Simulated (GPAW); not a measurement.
Runs of GPAW 26.7.0 on Lu. Symmetry: P6_3/mmc, No. 194, hexagonal system. The conventional cell has a = 3.503 Å, b = 3.503 Å, c = 5.551 Å, α = 90.00°, β = 90.00°, γ = 120.00°. Lu (site symmetry -6m2) has 12 Lu at 3.43 to 3.50 Å as nearest neighbours. 

| task | level | potentials or basis | spin | cell | optimizer | fmax | max steps | target pressure | band path | gap on the mesh (eV) | pressure (GPa) | relaxed volume (Å³/atom) |
| --- | --- | --- | --- | --- | --- | --- | --- | --- | --- | --- | --- | --- |
| relaxation of cell and atoms | MS2 | GPAW PAW data sets (gpaw-data 1.2.1), pw | off | relaxed to 5 GPa | LBFGS | 0.02 eV/Å | 100 | 5 GPa | - | none | 4.9 | - |
| relaxation of cell and atoms | LDA | the program's PAW data sets (release 1.2.1) made for this functional, pw | off | relaxed | BFGS | 0.01 eV/Å | 60 | - | - | none | 0.0 | 26.15 |
| band structure | r2SCAN | GPAW PAW data sets (gpaw-data 1.2.1), pw | SOC, no magnetisation | as given | - | - | - | - | GMKGALHA,LM,KH | - | 0.0 | - |
| relaxation of cell and atoms | r2SCAN | GPAW PAW data sets (gpaw-data 1.2.1), pw | off | relaxed | BFGS | 0.02 eV/Å | 60 | - | - | none | 0.0 | (a) |

Alike in all rows: k mesh 5 × 5 × 3; cutoff (eV) 800; smearing fermi-dirac 0.05 eV; the mesh is coarse, so values aren't converged.

**Question.** Fill in the values left out.

**Answer.** (a) 29.44.

Caveats: all runs use coarse meshes; one-centre terms of the f shell are cut off; later steps reuse the first step's grids (some runs); the PAW data sets were made with another functional, which shifts forces and pressure a little (some runs); the volume moved by -11 % from the deposited cell, more than functionals usually miss (some runs); spin-orbit coupling was added after a scalar SCF, so levels and gaps hold it while energy, forces, pressure and moments don't (some runs); this program's spin-orbit splittings come out too wide for heavy elements (some runs).

A k mesh can miss the band edges, and rows without SOC leave out spin-orbit coupling on Lu.

A gap of «none» marks a metal or a gap under the smearing width.

Runs at the PBE level aren't shown here.
